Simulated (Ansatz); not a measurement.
Theory: Ansatz 0.2.0, DFT PBE, scalar-relativistic, plane waves, PAW. All cells share a 420 eV cutoff and Γ-centred k meshes spaced at most about 0.3 Å⁻¹ (about 0.25 or finer for metals, 2π included). No spin polarisation.

Each guess is relaxed in cell and atoms at zero pressure, on a coarse mesh first where it starts far from rest and then on a converged one. The steps can't lower the symmetry of the start, but it can rise. Energies are static (0 K, no zero-point motion).

Two unrelaxed guesses for In3GaAs4:

A.

```
In Ga As
1.0
     4.06902    0.00000    0.00000
     0.00000    4.06902    0.00000
     0.00000    0.00000   11.50894
In Ga As
3 1 4
Direct
  0.00000 0.00000 0.75000
  0.00000 0.00000 0.25000
  0.50000 0.50000 0.00000
  0.50000 0.50000 0.50000
  0.50000 0.00000 0.37500
  0.00000 0.50000 0.12500
  0.50000 0.00000 0.87500
  0.00000 0.50000 0.62500
```

B.

```
In Ga As
1.0
     4.05976    0.00000    0.00000
    -2.02988    3.51586    0.00000
     0.00000    0.00000   13.35009
In Ga As
3 1 4
Direct
  0.66667 0.33333 0.25029
  0.33333 0.66667 0.00029
  0.33333 0.66667 0.50029
  0.66667 0.33333 0.75029
  0.66667 0.33333 0.43746
  0.66667 0.33333 0.93746
  0.33333 0.66667 0.18746
  0.33333 0.66667 0.68746
```

Question: Do they relax into the same structure? If not, which is lower?

Answer: No. A ends lower, by 16 meV/atom. A: P-4m2 at 23.8 Å³/atom → P-4m2 at 28.1 Å³/atom; B: P3m1 at 23.8 Å³/atom → P3m1 at 28.1 Å³/atom. Counting As atoms around Ga and In (those within 1.25 times the shortest such distance or 1.15 times the sum of covalent radii, 1.27 where that leaves under three), the end of A and the end of B both have In 4, Ga 4. End of A. Conventional cell: a = 4.290 Å, c = 12.202 Å. In on a site of symmetry 2mm is surrounded by 4 As at 2.66–2.67 Å; Ga has 4 As at 2.54 Å; As on its first site has 2 Ga at 2.54 Å and 2 In at 2.67 Å; 2 more sites not described. End of B. Conventional cell: a = 4.288 Å, c = 14.136 Å. In on its first site has 4 As at 2.65–2.68 Å; Ga is surrounded by 4 As at 2.50–2.59 Å; around As on its first site lie 4 In at 2.65–2.68 Å; 5 more sites not described.

Shaken at random and relaxed again, the end of A came back. Shaken at random and relaxed again, the end of B came back. Neither end is the lowest form computed: that has In and Ga ordered on zinc blende sites, space group I-42m (No. 121) and lies 7 meV/atom below the better end. The k mesh leaves some 4 meV/atom of noise in the energy of each metallic cell. Some structure types and database cells were kept out of the candidates from the start, so a known form may be missing.
